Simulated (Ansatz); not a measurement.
KCl in the rocksalt structure, relaxed with r2SCAN, was run in Ansatz 0.2.0 under altered settings. All numbers are computed, without spin polarisation but where a row says otherwise.

```
K Cl
1.0
     0.00000    3.14485    3.14485
     3.14485    0.00000    3.14485
     3.14485    3.14485    0.00000
K Cl
1 1
Direct
  0.00000 0.00000 0.00000
  0.50000 0.50000 0.50000
```

The base run's other keys:
```yaml
kpoints:
  mp_grid: { grid: [4, 4, 4] }
hamiltonian:
  xc: hse06
scf:
  occupations: { method: fixed }
  n_extra_bands: 4
```

It takes 10 iterations with 1243 plane waves at 420 eV and 8 k points, and leaves a mean stress of +0.48 GPa. The gap over this mesh is 6.505 eV.

Outcomes, with energy and stress as changes against the base:
```tsv
setting	outcome	ΔF (meV/atom)	Δ mean stress (GPa)	gap on the mesh (eV)	iterations
scf.exx.singularity: none	converged	-0.2	0.0	6.505	10
PBE hybrid, exx coeff 0.4, omega 0.1 1/Å	converged	–	-0.2	7.884	12
scf.exx.singularity: regularized	converged	-0.2	0.0	6.505	10
PBE hybrid, exx coeff -0.2, omega 0.2078 1/Å	refused	–	–	–	–
basis.ecutrho_ratio: 8	converged	0.0	0.0	6.505	10
scf.mixing.preconditioner: kerker	converged	0.0	0.0	6.505	10
```
A dash marks a value that wasn't obtained or can't be compared. Stress is positive in compression.

- PBE hybrid, exx coeff 0.4, omega 0.1 1/Å. That is 40 % exact exchange, screened with ω = 0.1 1/Å, against HSE06's 25 % screened at 0.208 1/Å. The mean stress moves by -0.2 GPa and the gap on the mesh by +1.379 eV (to 7.884). Totals of different functionals aren't comparable. The program warns that on this mesh the truncation of the exchange isn't bounded, so part of the change can be an error of the mesh.
- PBE hybrid, exx coeff -0.2, omega 0.2078 1/Å. The program doesn't start. Error: invalid value for `hamiltonian.xc.exx.coeff`: must be finite and in (0, 1]; got -0.2

Within 1 meV an atom, 0.1 GPa and 0.005 eV of the base stay: scf.exx.singularity: none; scf.exx.singularity: regularized; basis.ecutrho_ratio: 8; scf.mixing.preconditioner: kerker.

The stress of a hybrid is loosely converged in these runs.

The meshes of the hybrids are coarse, so their gaps aren't converged to the digits shown.
